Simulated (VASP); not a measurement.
# InSe (R3m) in VASP: further runs

Runs on InSe. Level: PBEsol+D3(BJ). Tasks: relaxation of cell and atoms.

Everything below comes from runs of VASP 6.6.1. Logs are shortened: lines on timing, memory, paths and dates and some standing lists are left out, and cuts for length are marked.

### Step 1. Starting point

It takes space group R3m (No. 160, trigonal). Conventional cell: a = 4.000 Å, b = 4.000 Å, c = 25.320 Å, α = 90.00°, β = 90.00°, γ = 120.00°. In (site symmetry 3m) has 3 Se at 2.64 Å and 1 In at 2.82 Å as nearest neighbours. In (site symmetry 3m) has 3 Se at 2.63 Å and 1 In at 2.82 Å as nearest neighbours. Se (site symmetry 3m) is surrounded by 3 In at 2.64 Å. Se (site symmetry 3m) has 3 In at 2.63 Å as nearest neighbours.

### Step 2. Relaxation of cell and atoms, PBEsol+D3(BJ)

Contents of INCAR:

```
SYSTEM = InSe
ALGO     = Normal         ! electronic algorithm
EDIFF    = 1E-7           ! SCF threshold, eV
EDIFFG   = -0.15          ! ionic threshold
ENCUT    = 520            ! plane-wave cutoff, eV
GGA      = PS             ! functional
IBRION   = 2              ! ionic algorithm
ISIF     = 3              ! what is computed and relaxed
ISMEAR   = 0              ! smearing method
IVDW     = 12             ! dispersion correction
LASPH    = .TRUE.         ! aspherical terms in the spheres
LCHARG   = .FALSE.        ! write CHGCAR
LREAL    = .FALSE.        ! projectors in reciprocal space
LWAVE    = .FALSE.        ! write WAVECAR
NELM     = 60             ! most SCF steps
NSW      = 80             ! ionic steps
PREC     = Accurate       ! precision mode
SIGMA    = 0.02           ! smearing width, eV
```

Contents of KPOINTS:

```
k-points
0
G
  9 9 9
  0 0 0
```

Contents of POSCAR:

```
InSe
1.0
    2.0000000000      1.1547005400      8.4400000000
   -2.0000000000      1.1547005400      8.4400000000
    0.0000000000     -2.3094010800      8.4400000000
In Se
2 2
Direct
    0.0000000000      0.0000000000      0.0000000000
    0.1114000000      0.1114000000      0.1114000000
    0.6165000000      0.6165000000      0.6165000000
    0.8281000000      0.8281000000      0.8281000000
```

Potentials or basis: VASP PAW PBE potentials, release 64 (In_d, Se).

On the command line:

```
> cat potpaw_PBE.64/In_d/POTCAR potpaw_PBE.64/Se/POTCAR > POTCAR
> mpirun -np 1 vasp_std > vasp.out
```

OUTCAR:

```text
SYSTEM = InSe
   EDIFF = 1E-7
   EDIFFG = -0.15
   ENCUT = 520
   GGA = PS
   IBRION = 2
   ISIF = 3
   ISMEAR = 0
   IVDW = 12
   LASPH = .TRUE.
   LREAL = .FALSE.
   NELM = 60
   NSW = 80
   PREC = Accurate
 IVDW          = 12

 ion  position               nearest neighbor table
   1  0.000  0.000  0.000-   3 2.64   3 2.64   3 2.64   2 2.82
   2  0.111  0.111  0.111-   4 2.63   4 2.63   4 2.63   1 2.82
   3  0.617  0.617  0.617-   1 2.64   1 2.64   1 2.64
   4  0.828  0.828  0.828-   2 2.63   2 2.63   2 2.63

  LATTYP: Found a trigonal (rhomboedric) cell.
 ALAT       =     8.7502533299
 COS(alpha) =     0.8955162540

  Lattice vectors:

 A1 = (   2.0000000000,   1.1547005400,   8.4400000000)
 A2 = (  -2.0000000000,   1.1547005400,   8.4400000000)
 A3 = (   0.0000000000,  -2.3094010800,   8.4400000000)

Analysis of symmetry for initial positions (statically):
=====================================================================
 Subroutine PRICEL returns:
 Original cell was already a primitive cell.

 Routine SETGRP: Setting up the symmetry group for a
 trigonal (rhombohedral) supercell.

 Subroutine GETGRP returns: Found  6 space group operations
 (whereof  6 operations were pure point group operations)
 out of a pool of 12 trial point group operations.

The static configuration has the point symmetry C_3v.

Analysis of symmetry for dynamics (positions and initial velocities):
=====================================================================
 Subroutine PRICEL returns:
 Original cell was already a primitive cell.

 Routine SETGRP: Setting up the symmetry group for a
 trigonal (rhombohedral) supercell.

 Subroutine GETGRP returns: Found  6 space group operations
 (whereof  6 operations were pure point group operations)
 out of a pool of 12 trial point group operations.

The dynamic configuration has the point symmetry C_3v.

 Subroutine INISYM returns: Found  6 space group operations
 (whereof  6 operations are pure point group operations),
 and found     1 'primitive' translations

----------------------------------------------------------------------------------------

                                     Primitive cell

  volume of cell :     116.9481

  direct lattice vectors                    reciprocal lattice vectors
     2.000000000  1.154700540  8.440000000     0.250000000  0.144337567  0.039494471
    -2.000000000  1.154700540  8.440000000    -0.250000000  0.144337567  0.039494471
     0.000000000 -2.309401080  8.440000000     0.000000000 -0.288675134  0.039494471

  length of vectors
     8.750253330  8.750253330  8.750253331     0.291364285  0.291364285  0.291364285

  position of ions in fractional coordinates (direct lattice)
     0.000000000  0.000000000  0.000000000
     0.111400000  0.111400000  0.111400000
     0.616500000  0.616500000  0.616500000
     0.828100000  0.828100000  0.828100000

  ion indices of the primitive-cell ions
   primitive index   ion index
                 1           1
                 2           2
                 3           3
                 4           4

----------------------------------------------------------------------------------------

 KPOINTS: k-points

Automatic generation of k-mesh.
 Grid dimensions read from file:
 generate k-points for:    9    9    9

 Generating k-lattice:

  Cartesian coordinates                     Fractional coordinates (reciprocal lattice)
     0.027777778  0.016037507  0.004388275     0.111111111 -0.000000000 -0.000000000
    -0.027777778  0.016037507  0.004388275    -0.000000000  0.111111111 -0.000000000
     0.000000000 -0.032075015  0.004388275    -0.000000000 -0.000000000  0.111111111

  Length of vectors
     0.032373809  0.032373809  0.032373809

  Shift w.r.t. Gamma in fractional coordinates (k-lattice)
     0.000000000  0.000000000  0.000000000

 Subroutine IBZKPT returns following result:
 ===========================================

 Found     85 irreducible k-points:

 Following reciprocal coordinates:
            Coordinates               Weight
  0.000000  0.000000  0.000000      1.000000
  0.111111 -0.000000  0.000000      6.000000
  0.222222 -0.000000  0.000000      6.000000
  0.333333 -0.000000  0.000000      6.000000
  0.444444 -0.000000  0.000000      6.000000
  0.111111  0.111111  0.000000      6.000000
[... 16 lines left out ...]
 -0.333333  0.333333  0.000000      6.000000
  0.444444  0.444444  0.000000      6.000000
 [... further k-points ...]
   k-points           NKPTS =     85   k-points in BZ     NKDIM =     85   number of bands    NBANDS=     23
   number of dos      NEDOS =    301   number of ions     NIONS =      4
   total plane-waves  NPLWV = 343000
   dimension x,y,z NGX =    70 NGY =   70 NGZ =   70
   dimension x,y,z NGXF=   140 NGYF=  140 NGZF=  140
   ions per type =               2   2
   NGX,Y,Z   is equivalent  to a cutoff of  13.30, 13.30, 13.30 a.u.
   NGXF,Y,Z  is equivalent  to a cutoff of  26.60, 26.60, 26.60 a.u.
 SYSTEM =  InSe
   PREC   = accura    normal or accurate (medium, high low for compatibility)
   ISTART =      0    job   : 0-new  1-cont  2-samecut
   ICHARG =      2    charge: 1-file 2-atom 10-const
   ISPIN  =      1    spin polarized calculation?
   LNONCOLLINEAR =      F non collinear calculations
   LSORBIT =      F    spin-orbit coupling
   LASPH  =      T    aspherical Exc in radial PAW
   ENCUT  =  520.0 eV  38.22 Ry    6.18 a.u.  16.27 16.27 16.27*2*pi/ulx,y,z
   NELM   =     60;   NELMIN=  2; NELMDL= -5     # of ELM steps
   EDIFF  = 0.1E-06   stopping-criterion for ELM
   LREAL  =      F    real-space projection
   EDIFFG = -.1E+00   stopping-criterion for IOM
   NSW    =     80    number of steps for IOM
   IBRION =      2    ionic relax: 0-MD 1-quasi-New 2-CG
   NFREE  =      1    steps in history (QN), initial steepest desc. (CG)
   ISIF   =      3    stress and relaxation
   ISYM   =      2    0-nonsym 1-usesym 2-fastsym
   POTIM  = 0.5000    time-step for ionic-motion
   TEBEG  =    0.0;   TEEND  =   0.0 temperature during run
   PSTRESS=    0.0 pullay stress
   NELECT =      38.0000    total number of electrons
   NUPDOWN=      -1.0000    fix difference up-down
   EMIN   =  10.00;   EMAX   =-10.00  energy-range for DOS
   EFERMI =   0.00;   METHOD = LEGACY
   ISMEAR =     0;   SIGMA  =   0.02  broadening in eV -4-tet -1-fermi 0-gaus
   EFERMI_NEDOS =   21; number of points for ismear=-14 and -15
   IALGO  =     38    algorithm
   IMIX   =      4    mixing-type and parameters
     AMIX     =   0.40;   BMIX     =  1.00
     AMIX_MAG =   1.60;   BMIX_MAG =  1.00
  volume/ion in A,a.u.               =      29.24       197.30
  Fermi-wavevector in a.u.,A,eV,Ry     =   1.125481  2.126852 17.234615  1.266709
  Thomas-Fermi vector in A             =   2.262159
   LORBIT       =      0    0 simple, 1 ext, 2 COOP (PROOUT), +10 PAW based schemes
   GGA     = PS    functional components
   LHFCALC =     F    Hartree Fock is set to
   AEXX    =    0.0000 exact exchange contribution
   IVDW    =    12    specifies the selected vdW correction
   LEPSILON=     F    determine dielectric tensor
   LRPA    =     F    only Hartree local field effects (RPA)
 conjugate gradient relaxation of ions
 non-spin polarized calculation
 Gauss-broadening in eV      SIGMA  =   0.02
  energy-cutoff  :      520.00
  volume of cell :      116.95
 maximum number of plane-waves:      3182
 NGX is ok and might be reduce to    70
   NGX = 33   NGY = 33   NGZ = 33

--------------------------------------- Ionic step        1  -------------------------------------------

 number of electron      37.9999998 magnetization

 Free energy of the ion-electron system (eV)
  ---------------------------------------------------
  ext. energy  EPLUGINS =         0.00000000
  ---------------------------------------------------
  free energy    TOTEN  =       -15.59178749 eV

  energy without entropy =      -15.59178749  energy(sigma->0) =      -15.59178749

------------------------ aborting loop because EDIFF is reached ----------------------------------------

 Edisp (eV)   -1.15643

 E8    (eV) :    -0.7887

  FORCE on cell =-STRESS in cart. coord.  units (eV):
  Direction    XX          YY          ZZ          XY          YZ          ZX
  --------------------------------------------------------------------------------------
  -------------------------------------------------------------------------------------
  Total      -0.74654    -0.74654    -1.51709     0.00000    -0.00000     0.00000
  in kB     -10.22752   -10.22752   -20.78401     0.00000    -0.00000     0.00000
  external pressure =      -13.75 kB  Pullay stress =        0.00 kB

 VOLUME and BASIS-vectors are now :
 -----------------------------------------------------------------------------
  energy-cutoff  :      520.00
  volume of cell :      116.95
      direct lattice vectors                 reciprocal lattice vectors
     2.000000000  1.154700540  8.440000000     0.250000000  0.144337567  0.039494471
    -2.000000000  1.154700540  8.440000000    -0.250000000  0.144337567  0.039494471
     0.000000000 -2.309401080  8.440000000     0.000000000 -0.288675134  0.039494471
[... 85 lines left out ...]
 POSITION                                       TOTAL-FORCE (eV/Angst)
 -----------------------------------------------------------------------------------
      0.00000      0.00000      0.01342         0.000000      0.000000      0.092608
      0.00000      0.00000      2.75572         0.000000      0.000000     -0.098909
      0.00000      0.00000     15.32571         0.000000     -0.000000     -0.261270
      0.00000      0.00000     20.59664         0.000000      0.000000      0.267570
 -----------------------------------------------------------------------------------
    total drift:                               -0.000000     -0.000000     -0.000182

  FREE ENERGIE OF THE ION-ELECTRON SYSTEM (eV)
  ---------------------------------------------------
  free  energy   TOTEN  =       -16.7739542415 eV

  energy  without entropy=      -16.7739542415  energy(sigma->0) =      -16.77395424

--------------------------------------- Ionic step        4  -------------------------------------------

 number of electron      37.9999997 magnetization

 Free energy of the ion-electron system (eV)
  ---------------------------------------------------
  ext. energy  EPLUGINS =         0.00000000
  ---------------------------------------------------
  free energy    TOTEN  =       -15.57912615 eV

  energy without entropy =      -15.57912615  energy(sigma->0) =      -15.57912615

 E-fermi :   4.3302     XC(G=0):  -9.2732

 val. band max:        4.2297455127   @ k =  -0.4444   0.4444   0.4444
 cond. band min:       4.8806351027   @ k =   0.4444   0.4444   0.4444
 fundamental gap:      0.6508895900
 Fermi energy:         4.3302271574

 k-point     1 :       0.0000    0.0000    0.0000
  band No.  band energies     occupation
      1     -10.5343      2.00000
      2     -10.3038      2.00000
      3     -10.3038      2.00000
      4     -10.1950      2.00000
      5     -10.1950      2.00000
      6     -10.1931      2.00000
[... 15 lines left out ...]
     22       8.6528      0.00000
     23       8.6528      0.00000
[... 575 lines left out ...]
      1     -10.6520      2.00000
      2     -10.5375      2.00000
      3     -10.4681      2.00000
      4     -10.3057      2.00000
      5     -10.2277      2.00000
      6     -10.1142      2.00000
[... 15 lines left out ...]
     22       7.6444      0.00000
     23       7.8865      0.00000

 [... further k-points ...]

------------------------ aborting loop because EDIFF is reached ----------------------------------------

 Edisp (eV)   -1.19960

 E8    (eV) :    -0.8179

  FORCE on cell =-STRESS in cart. coord.  units (eV):
  Direction    XX          YY          ZZ          XY          YZ          ZX
  --------------------------------------------------------------------------------------
  -------------------------------------------------------------------------------------
  Total      -0.17925    -0.17925     0.09236     0.00000    -0.00000     0.00000
  in kB      -2.54652    -2.54652     1.31215     0.00000    -0.00000     0.00000
  external pressure =       -1.26 kB  Pullay stress =        0.00 kB

 VOLUME and BASIS-vectors are now :
 -----------------------------------------------------------------------------
  energy-cutoff  :      520.00
  volume of cell :      112.78
      direct lattice vectors                 reciprocal lattice vectors
     1.983427739  1.145132541  8.275636874     0.252088841  0.145543560  0.040278874
    -1.983427739  1.145132541  8.275636874    -0.252088841  0.145543560  0.040278874
     0.000000000 -2.290265081  8.275636874     0.000000000 -0.291087120  0.040278874

 POSITION                                       TOTAL-FORCE (eV/Angst)
 -----------------------------------------------------------------------------------
      0.00000      0.00000      0.02020         0.000000     -0.000000     -0.138818
      0.00000      0.00000      2.74412         0.000000      0.000000      0.140091
      0.00000      0.00000     15.28835         0.000000      0.000000     -0.126397
      0.00000      0.00000     20.57800         0.000000     -0.000000      0.125123
 -----------------------------------------------------------------------------------
    total drift:                               -0.000000     -0.000000     -0.000293

  FREE ENERGIE OF THE ION-ELECTRON SYSTEM (eV)
  ---------------------------------------------------
  free  energy   TOTEN  =       -16.7787285909 eV

  energy  without entropy=      -16.7787285909  energy(sigma->0) =      -16.77872859

 reached required accuracy - stopping structural energy minimisation
```

It took 28 min on 1 thread of Intel Xeon 6975P-C (Granite Rapids), shared host; peak memory 0.85 GiB.

What came out:

```
Free energy                            : -16.7787 eV
Relaxed volume                         : 28.19 Å³/atom
Relaxed cell                           : a = 8.587 Å, b = 8.587 Å, c = 8.587 Å, α = 26.71°, β = 26.71°, γ = 26.71°
Space group after relaxing (to 0.05 Å) : R3m (No. 160)
Energy gained by relaxing              : 7.6 meV/atom
Ionic steps                            : 4
Pressure after relaxing                : -0.1 GPa
Largest force after relaxing           : 0.140 eV/Å
Band gap on the k mesh                 : 0.65 eV, indirect (least direct gap 0.68 eV)
Dispersion energy per atom             : -0.300 eV
```

Forces in eV/Å, atoms in the order of the input:
```
In   0.000  0.000 -0.139
In   0.000  0.000  0.140
Se   0.000  0.000 -0.126
Se   0.000  0.000  0.125
```

Step by step:
```tsv
step	energy change (eV)	largest force (eV/Å)	pressure (GPa)	volume (Å³)
1	0.0000	0.3092	-1.37	116.95
2	-0.0257	0.2710	0.25	112.75
3	-0.0257	0.2676	0.22	112.83
4	-0.0305	0.1401	-0.13	112.78
```

Final structure:
```
In Se
1.0
     1.98343    1.14513    8.27564
    -1.98343    1.14513    8.27564
     0.00000   -2.29027    8.27564
In Se
2 2
Direct
  0.00081 0.00081 0.00081
  0.11053 0.11053 0.11053
  0.61580 0.61580 0.61580
  0.82886 0.82886 0.82886
```

Caveat: the PAW data sets were made with another functional, which shifts forces and pressure a little; spin-orbit coupling is left out, which moves the levels of the heavy elements; an odd mesh through Γ misses points on the zone boundary, where band edges often lie; the relaxation stopped at a loose force limit of 0.15 eV/Å, so its end isn't a converged minimum.

### Step 3. Relaxation of cell and atoms, PBEsol+D3(BJ)

This run uses another cell than the first one, of 28.19 Å³/atom, 0.964 times its volume.

INCAR is that of step 2.

KPOINTS is that of step 2.

Contents of POSCAR:

```
InSe                                    
1.0
    1.9834277389      1.1451325405      8.2756368739
   -1.9834277389      1.1451325405      8.2756368739
    0.0000000000     -2.2902650811      8.2756368739
  In              Se            
     2     2
Direct
     0.0008136933025728    0.0008136933025728    0.0008136933025728
     0.1105301004529956    0.1105301004529956    0.1105301004529956
     0.6157973556921399    0.6157973556921399    0.6157973556921399
     0.8288588505522960    0.8288588505522960    0.8288588505522960
```

Potentials or basis: VASP PAW PBE potentials, release 64 (In_d, Se).

On the command line:

```
> cat potpaw_PBE.64/In_d/POTCAR potpaw_PBE.64/Se/POTCAR > POTCAR
> mpirun -np 1 vasp_std > vasp.out
```

It took 7.6 min on 1 thread of Intel Xeon 6975P-C (Granite Rapids), shared host; peak memory 0.63 GiB.

The run converged. Its results:

```
Free energy                  : -16.7778 eV
Pressure after relaxing      : -0.1 GPa
Largest force after relaxing : 0.140 eV/Å
Band gap on the k mesh       : 0.65 eV, indirect (least direct gap 0.68 eV)
Dispersion energy per atom   : -0.300 eV
```

Forces on the atoms (eV/Å):
```
In   0.000  0.000 -0.138
In   0.000  0.000  0.140
Se   0.000  0.000 -0.127
Se   0.000  0.000  0.125
```

Stress tensor (GPa, compression positive):
```
-0.26  0.00  0.00
 0.00 -0.26  0.00
 0.00  0.00  0.13
```

Final structure:
```
In Se
1.0
     1.98343    1.14513    8.27564
    -1.98343    1.14513    8.27564
     0.00000   -2.29027    8.27564
In Se
2 2
Cartesian
  0.0000 0.0000 0.0202
  0.0000 0.0000 2.7441
  0.0000 0.0000 15.2883
  0.0000 0.0000 20.5780
```

Levels at points of the mesh, in eV from the valence-band top:
| k point | band 15 | band 16 | band 17 | band 18 | band 19 | band 20 | band 21 | band 22 | band 23 |
| --- | --- | --- | --- | --- | --- | --- | --- | --- | --- |
| (0.00, 0.00, 0.00) | -1.58 | -1.21 | -1.21 | -1.10 | -1.10 | 1.89 | 2.19 | 4.42 | 4.42 |

Caveat: the relaxation stopped at its first step, so nothing moved; the PAW data sets were made with another functional, which shifts forces and pressure a little; spin-orbit coupling is left out, which moves the levels of the heavy elements; an odd mesh through Γ misses points on the zone boundary, where band edges often lie; the relaxation stopped at a loose force limit of 0.15 eV/Å, so its end isn't a converged minimum.
